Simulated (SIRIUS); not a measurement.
# In (I4/mmm) in SIRIUS: a series of runs, part 2 of 2

SIRIUS 7.10.0. The steps go on from the part before.

## Step 3: Single point, PBE

sirius.json

```json
{
  "control": {
    "processing_unit": "cpu",
    "verbosity": 2,
    "num_bands_to_print": 13,
    "print_forces": true,
    "print_stress": true
  },
  "parameters": {
    "electronic_structure_method": "pseudopotential",
    "xc_functionals": ["XC_GGA_X_PBE", "XC_GGA_C_PBE"],
    "gk_cutoff": 8.4,
    "pw_cutoff": 16.8,
    "ngridk": [9, 9, 9],
    "shiftk": [0, 0, 0],
    "smearing": "fermi_dirac",
    "smearing_width": 0.0018374661,
    "num_bands": 13,
    "num_mag_dims": 0,
    "num_dft_iter": 100,
    "energy_tol": 1e-08,
    "density_tol": 1e-06
  },
  "iterative_solver": {
    "type": "davidson",
    "min_tolerance": 1e-09,
    "tolerance_scale": [0.1, 0.25]
  },
  "mixer": {
    "type": "anderson",
    "beta": 0.7,
    "max_history": 8
  },
  "settings": {
    "tol_ne": 1e-10,
    "pseudo_grid_cutoff": 6.5
  },
  "unit_cell": {
    "lattice_vectors": [
      [-3.071693123795, 3.071693123795, 4.674615514487],
      [3.071693123795, -3.071693123795, 4.674615514487],
      [3.071693123795, 3.071693123795, -4.674615514487]
    ],
    "atom_coordinate_units": "lattice",
    "atom_types": ["In"],
    "atom_files": {
      "In": "In.json"
    },
    "atoms": {
      "In": [
        [0.0, 0.0, 0.0]
      ]
    }
  }
}
```

Potentials or basis: PseudoDojo 0.4.1 PBE standard (scalar relativistic).

Started as:

```sh
upf_to_json In.upf
OMP_NUM_THREADS=1 sirius.scf --input=sirius.json --output=out.json --task=0
```

Output:

```text
[info] SIRIUS version : 7.10.0
[info] number of MPI ranks           : 1
[info] MPI grid                      : 1 1
[info] maximum number of OMP threads : 1
[fft] FFT context for density and potential
[fft] =====================================
[fft]   comm size                             : 1
[fft]   plane wave cutoff                     : 16.8
[fft]   grid size                             : 40 40 40   total : 64000
[fft]   grid limits                           : -19 20   -19 20   -19 20
[fft]   number of G-vectors within the cutoff : 7055
[fft]   local number of G-vectors             : 7055
[fft]   number of G-shells                    : 1055
[fft] FFT context for coarse grid
[fft] =====================================
[fft]   comm size                             : 1
[fft]   plane wave cutoff                     : 16.8
[fft]   grid size                             : 40 40 40   total : 64000
[fft]   grid limits                           : -19 20   -19 20   -19 20
[fft]   number of G-vectors within the cutoff : 7055
[fft]   local number of G-vectors             : 7055
[fft]   number of G-shells                    : 1055
[unit cell] lattice vectors
[unit cell]   a1 :      -3.0716931238      3.0716931238      4.6746155145
[unit cell]   a2 :       3.0716931238     -3.0716931238      4.6746155145
[unit cell]   a3 :       3.0716931238      3.0716931238     -4.6746155145
[unit cell] reciprocal lattice vectors
[unit cell]   b1 :       0.0000000000      1.0227560264      0.6720537002
[unit cell]   b2 :       1.0227560264      0.0000000000      0.6720537002
[unit cell]   b3 :       1.0227560264      1.0227560264      0.0000000000
[unit cell] unit cell volume :       176.42557375 [a.u.^3]
[unit cell] 1/sqrt(omega)    :         0.07528687
[unit cell] MT volume        :         0.00000000 ( 0.00%)
[unit cell] IT volume        :       176.42557375 (100.00%)
[unit cell] number of atom types : 1
[unit cell] type id : 0 symbol : In mt_radius :  19.630000 num_atoms : 1
[unit cell] total number of atoms : 1
[unit cell] number of symmetry classes : 1
[unit cell] number of PAW atoms : 0
[unit cell] atom id  type id  class id             position                      vector_field
[unit cell] ------------------------------------------------------------------------------------------
[unit cell]      0        0        0      0.00000   0.00000   0.00000      0.00000   0.00000   0.00000
[unit cell] atom id         position (Cartesian, a.u.)
[unit cell] ---------------------------------------------
[unit cell]      0       0.000000    0.000000    0.000000
[unit cell] class id : 0 atom id : 0
[unit cell] minimum bond length:     6.143386
[unit cell] total number of pseudo wave-functions: 9
[sym] space group number   : 139
[sym] international symbol : I4/mmm
[sym] Hall symbol          : -I 4 2
[sym] space group transformation matrix :
[sym]  -0.5000  0.5000  0.5000
[sym]   0.5000 -0.5000  0.5000
[sym]   0.5000  0.5000 -0.5000
[sym] space group origin shift :
[sym]   0.0000  0.0000  0.0000
[sym] number of space group operations  : 16
[sym] number of magnetic group operations : 16
[sym] metric tensor error: 1.4211e-14
[sym] rotation matrix error: 3.3307e-16
[... 239 lines left out ...]
[diagonalize] ik:    2   -0.152470   -0.150548   -0.148155   -0.144756   -0.143322    0.077051    0.537268    0.718036    0.745207    0.807817    0.860393    0.955047    0.959163
[diagonalize] ik:    3   -0.152842   -0.151662   -0.148523   -0.141667   -0.141356    0.128364    0.408800    0.685879    0.731801    0.804818    0.825933    0.906572    0.914575
[diagonalize] ik:    4   -0.153516   -0.152328   -0.149202   -0.140119   -0.138843    0.199271    0.298603    0.667949    0.725799    0.802785    0.809378    0.877507    0.892022
[diagonalize] ...
[diagonalize] ik:   70   -0.157552   -0.153825   -0.141665   -0.140245   -0.138617    0.246151    0.354180    0.502390    0.510944    0.772621    0.775235    1.104063    1.198884
[diagonalize] ik:   71   -0.158361   -0.153638   -0.141223   -0.140589   -0.139018    0.193922    0.408639    0.510792    0.585018    0.700652    0.775590    1.155781    1.174326
[diagonalize] ik:   72   -0.158601   -0.153114   -0.141171   -0.141171   -0.140359    0.146860    0.471759    0.594891    0.594891    0.705314    0.707131    1.200381    1.200381
[diagonalize] ik:   73   -0.159053   -0.154708   -0.140068   -0.139298   -0.138411    0.284626    0.297919    0.495635    0.570709    0.692937    0.766916    1.198751    1.245400
[diagonalize] ik:   74   -0.159998   -0.155295   -0.139526   -0.138486   -0.138486    0.232748    0.342234    0.566183    0.566183    0.690256    0.690794    1.239470    1.289281
[find] Charges and magnetic moments
[find] --------------------------------------------------------------------------------
[find] total charge          : 13.000000
[find] Energy
[find] --------------------------------------------------------------------------------
[find] valence_eval_sum               :      -0.72987342
[find] <rho|V^{XC}>                   :     -11.57139588
[find] <rho|E^{XC}>                   :     -20.03800940
[find] <mag|B^{XC}>                   :       0.00000000
[find] <rho|V^{H}>                    :      27.48990097
[find] one-electron contribution      :     -16.64837850 (Ha),     -33.29675700 (Ry)
[find] hartree contribution           :      13.74495048
[find] xc contribution                :     -20.03800940
[find] ewald contribution             :     -43.50999013
[find] PAW contribution               :       0.00000000
[find] smearing (-TS)                 :      -0.00018813
[find] SCF correction                 :       0.00001622
[find] Total energy                   :     -66.45141133 (Ha),    -132.90282265 (Ry)
[find] Free energy (E-TS)             :     -66.45159946 (Ha),    -132.90319892 (Ry)
[find] band gap (eV)                  :       0.00000000
[find] Efermi                         :       0.39023607
[find] iteration : 9, RMS : 3.399543850463e-07, energy difference : -5.811855885440e-09
[find] Hartree energy of density residual : 9.841752952116e-12
[find] bands are converged : false
[find] iterative solver converged : true
[find] converged after 10 SCF iterations!
[find] Charges and magnetic moments
[find] --------------------------------------------------------------------------------
[find] total charge          : 13.000000
[find] Energy
[find] --------------------------------------------------------------------------------
[find] valence_eval_sum               :      -0.72987342
[find] <rho|V^{XC}>                   :     -11.57139588
[find] <rho|E^{XC}>                   :     -20.03800940
[find] <mag|B^{XC}>                   :       0.00000000
[find] <rho|V^{H}>                    :      27.48990097
[find] one-electron contribution      :     -16.64837850 (Ha),     -33.29675700 (Ry)
[find] hartree contribution           :      13.74495048
[find] xc contribution                :     -20.03800940
[find] ewald contribution             :     -43.50999013
[find] PAW contribution               :       0.00000000
[find] smearing (-TS)                 :      -0.00018813
[find] SCF correction                 :       0.00001622
[find] Total energy                   :     -66.45141133 (Ha),    -132.90282265 (Ry)
[find] Free energy (E-TS)             :     -66.45159946 (Ha),    -132.90319892 (Ry)
[find] band gap (eV)                  :       0.00000000
[find] Efermi                         :       0.39023607
[ground_state] === stress tensor components [kbar] ===
[ground_state] === stress_kin ===
[ground_state] -46485.944992   -0.000000    0.000000
[ground_state]    -0.000000-46485.944992    0.000000
[ground_state]     0.000000    0.000000-46494.331223
[ground_state] === stress_har ===
[ground_state] -7717.417345   -0.000000    0.000000
[ground_state]    -0.000000-7717.417345    0.000000
[ground_state]     0.000000    0.000000-7486.465386
[ground_state] === stress_ewald ===
[ground_state] 24042.431609    0.000000   -0.000000
[ground_state]     0.00000024042.431609   -0.000000
[ground_state]    -0.000000   -0.00000024473.094804
[ground_state] === stress_vloc ===
[ground_state]  2493.362750    0.000000   -0.000000
[ground_state]     0.000000 2493.362750   -0.000000
[ground_state]    -0.000000   -0.000000 1824.229549
[ground_state] === stress_xc ===
[ground_state] -13745.387941   -0.000000    0.000000
[ground_state]    -0.000000-13745.387941    0.000000
[ground_state]     0.000000    0.000000-13743.935164
[ground_state] === stress_core ===
[ground_state] 20318.091754    0.000000   -0.000000
[ground_state]     0.00000020318.091754   -0.000000
[ground_state]    -0.000000   -0.00000020319.217931
[ground_state] === stress_nonloc ===
[ground_state] 21073.896187    0.000000   -0.000000
[ground_state]     0.00000021073.896187   -0.000000
[ground_state]    -0.000000   -0.00000021086.793478
[ground_state] === stress_us_nl ===
[ground_state] 21073.896187    0.000000   -0.000000
[ground_state]     0.00000021073.896187   -0.000000
[ground_state]    -0.000000   -0.00000021086.793478
[ground_state] === stress_total ===
[ground_state]   -20.967979   -0.000000   -0.000000
[ground_state]    -0.000000  -20.967979   -0.000000
[ground_state]    -0.000000   -0.000000  -21.396011
[ground_state] ==== total Forces in Ha/bohr =====
[ground_state] atom:    0, force:       0.0000000      0.0000000      0.0000000
[ground_state] ==== ultrasoft contribution from Qij =====
[ground_state] atom:    0, force:       0.0000000      0.0000000      0.0000000
[ground_state] ==== non-local contribution from Beta-projector =====
[ground_state] atom:    0, force:       0.0000000      0.0000000      0.0000000
[ground_state] ==== contribution from local potential =====
[ground_state] atom:    0, force:       0.0000000      0.0000000      0.0000000
[ground_state] ==== contribution from core density =====
[ground_state] atom:    0, force:       0.0000000      0.0000000      0.0000000
[ground_state] ==== Ewald forces from ions =====
[ground_state] atom:    0, force:       0.0000000      0.0000000      0.0000000
[~DFT_ground_state] local op. applied: 25049
[~DFT_ground_state] evp. work count: 8348.06
[~DFT_ground_state] number of iterative solver steps: 3045
```

Wall time 38 s (1 thread of Arm Neoverse V1, shared host); peak memory 0.34 GiB.

What came out:

- Free energy: -1808.2401 eV
- Pressure: 2.1 GPa
- Band gap on the k mesh: none (metal or under the smearing width)

## Step 4: Single point, PBEsol

sirius.json: that of step 3 with these lines changed.

```diff
@@ -10,3 +10,3 @@
     "electronic_structure_method": "pseudopotential",
-    "xc_functionals": ["XC_GGA_X_PBE", "XC_GGA_C_PBE"],
+    "xc_functionals": ["XC_GGA_X_PBE_SOL", "XC_GGA_C_PBE_SOL"],
     "gk_cutoff": 8.4,
```

Potentials or basis: PseudoDojo 0.4.1 PBE standard (scalar relativistic).

Started as:

```sh
upf_to_json In.upf
OMP_NUM_THREADS=1 sirius.scf --input=sirius.json --output=out.json --task=0
```

Output:

```text
[info] SIRIUS version : 7.10.0
[info] number of MPI ranks           : 1
[info] MPI grid                      : 1 1
[info] maximum number of OMP threads : 1
[fft] FFT context for density and potential
[fft] =====================================
[fft]   comm size                             : 1
[fft]   plane wave cutoff                     : 16.8
[fft]   grid size                             : 40 40 40   total : 64000
[fft]   grid limits                           : -19 20   -19 20   -19 20
[fft]   number of G-vectors within the cutoff : 7055
[fft]   local number of G-vectors             : 7055
[fft]   number of G-shells                    : 1055
[fft] FFT context for coarse grid
[fft] =====================================
[fft]   comm size                             : 1
[fft]   plane wave cutoff                     : 16.8
[fft]   grid size                             : 40 40 40   total : 64000
[fft]   grid limits                           : -19 20   -19 20   -19 20
[fft]   number of G-vectors within the cutoff : 7055
[fft]   local number of G-vectors             : 7055
[fft]   number of G-shells                    : 1055
[unit cell] lattice vectors
[unit cell]   a1 :      -3.0716931238      3.0716931238      4.6746155145
[unit cell]   a2 :       3.0716931238     -3.0716931238      4.6746155145
[unit cell]   a3 :       3.0716931238      3.0716931238     -4.6746155145
[unit cell] reciprocal lattice vectors
[unit cell]   b1 :       0.0000000000      1.0227560264      0.6720537002
[unit cell]   b2 :       1.0227560264      0.0000000000      0.6720537002
[unit cell]   b3 :       1.0227560264      1.0227560264      0.0000000000
[unit cell] unit cell volume :       176.42557375 [a.u.^3]
[unit cell] 1/sqrt(omega)    :         0.07528687
[unit cell] MT volume        :         0.00000000 ( 0.00%)
[unit cell] IT volume        :       176.42557375 (100.00%)
[unit cell] number of atom types : 1
[unit cell] type id : 0 symbol : In mt_radius :  19.630000 num_atoms : 1
[... 286 lines left out ...]
[find] <rho|V^{XC}>                   :     -11.51551580
[find] <rho|E^{XC}>                   :     -19.83454400
[find] <mag|B^{XC}>                   :       0.00000000
[find] <rho|V^{H}>                    :      27.35778962
[find] one-electron contribution      :     -16.60217108 (Ha),     -33.20434217 (Ry)
[find] hartree contribution           :      13.67889481
[find] xc contribution                :     -19.83454400
[find] ewald contribution             :     -43.50999013
[find] PAW contribution               :       0.00000000
[find] smearing (-TS)                 :      -0.00018846
[find] SCF correction                 :      -0.00000694
[find] Total energy                   :     -66.26781735 (Ha),    -132.53563470 (Ry)
[find] Free energy (E-TS)             :     -66.26800581 (Ha),    -132.53601162 (Ry)
[find] band gap (eV)                  :       0.00000000
[find] Efermi                         :       0.38389400
[find] iteration : 10, RMS : 3.044616710782e-07, energy difference : -1.618488454369e-09
[find] Hartree energy of density residual : 5.276070795993e-12
[find] bands are converged : true
[find] iterative solver converged : true
[find] converged after 11 SCF iterations!
[find] Charges and magnetic moments
[find] --------------------------------------------------------------------------------
[find] total charge          : 13.000000
[find] Energy
[find] --------------------------------------------------------------------------------
[find] valence_eval_sum               :      -0.75989726
[find] <rho|V^{XC}>                   :     -11.51551580
[find] <rho|E^{XC}>                   :     -19.83454400
[find] <mag|B^{XC}>                   :       0.00000000
[find] <rho|V^{H}>                    :      27.35778962
[find] one-electron contribution      :     -16.60217108 (Ha),     -33.20434217 (Ry)
[find] hartree contribution           :      13.67889481
[find] xc contribution                :     -19.83454400
[find] ewald contribution             :     -43.50999013
[find] PAW contribution               :       0.00000000
[find] smearing (-TS)                 :      -0.00018846
[find] SCF correction                 :      -0.00000694
[find] Total energy                   :     -66.26781735 (Ha),    -132.53563470 (Ry)
[find] Free energy (E-TS)             :     -66.26800581 (Ha),    -132.53601162 (Ry)
[find] band gap (eV)                  :       0.00000000
[find] Efermi                         :       0.38389400
[ground_state] === stress tensor components [kbar] ===
[ground_state] === stress_kin ===
[ground_state] -46325.726514   -0.000000    0.000000
[ground_state]    -0.000000-46325.726514    0.000000
[ground_state]     0.000000    0.000000-46333.417292
[ground_state] === stress_har ===
[ground_state] -7680.604080   -0.000000    0.000000
[ground_state]    -0.000000-7680.604080    0.000000
[ground_state]     0.000000    0.000000-7449.936417
[ground_state] === stress_ewald ===
[ground_state] 24042.431609    0.000000   -0.000000
[ground_state]     0.00000024042.431609   -0.000000
[ground_state]    -0.000000   -0.00000024473.094804
[ground_state] === stress_vloc ===
[ground_state]  2512.344795    0.000000   -0.000000
[ground_state]     0.000000 2512.344795   -0.000000
[ground_state]    -0.000000   -0.000000 1843.043450
[ground_state] === stress_xc ===
[ground_state] -13709.482252   -0.000000    0.000000
[ground_state]    -0.000000-13709.482252    0.000000
[ground_state]     0.000000    0.000000-13708.663124
[ground_state] === stress_core ===
[ground_state] 20178.382238    0.000000   -0.000000
[ground_state]     0.00000020178.382238   -0.000000
[ground_state]    -0.000000   -0.00000020179.397556
[ground_state] === stress_nonloc ===
[ground_state] 20990.537682    0.000000   -0.000000
[ground_state]     0.00000020990.537682   -0.000000
[ground_state]    -0.000000   -0.00000021003.853562
[ground_state] === stress_us_nl ===
[ground_state] 20990.537682    0.000000   -0.000000
[ground_state]     0.00000020990.537682   -0.000000
[ground_state]    -0.000000   -0.00000021003.853562
[ground_state] === stress_total ===
[ground_state]     7.883477    0.000000   -0.000000
[ground_state]     0.000000    7.883477   -0.000000
[ground_state]    -0.000000   -0.000000    7.372540
[ground_state] ==== total Forces in Ha/bohr =====
[ground_state] atom:    0, force:       0.0000000      0.0000000      0.0000000
[... 8 lines left out ...]
[ground_state] ==== Ewald forces from ions =====
[ground_state] atom:    0, force:       0.0000000      0.0000000      0.0000000
[~DFT_ground_state] local op. applied: 27071
[~DFT_ground_state] evp. work count: 8974.29
[~DFT_ground_state] number of iterative solver steps: 3307
```

It took 41 s on 1 thread of Arm Neoverse V1, shared host; peak memory 0.34 GiB.

Results:

| Property | Result |
| --- | --- |
| Free energy | -1803.2443 eV |
| Pressure | -0.8 GPa |
| Band gap on the k mesh | none (metal or under the smearing width) |

Caveat: the potentials were made for another functional, which shifts forces and pressure.

## Step 5: The runs side by side

```tsv
level	gap on the mesh (eV)	pressure (GPa)
LDA	none	-2.2
PBE	none	2.1
PBEsol	none	-0.8
```

Alike in all rows: task single point; potentials or basis PseudoDojo 0.4.1 PBE standard (scalar relativistic); no spin polarisation; cell as given; k mesh 9 × 9 × 9; cutoff (eV) 960; smearing fermi-dirac 0.05 eV.

Every run on the cell as given and a fine mesh finds a metal. The pressure there spans -2.2 GPa (LDA) to 2.1 GPa (PBE); a positive pressure means that this level wants a larger cell, a negative one a smaller.

Caveats: the potentials were made for another functional, which shifts forces and pressure (some runs).

Total energies depend on the potentials used, so only differences within one code and one set of settings carry meaning.
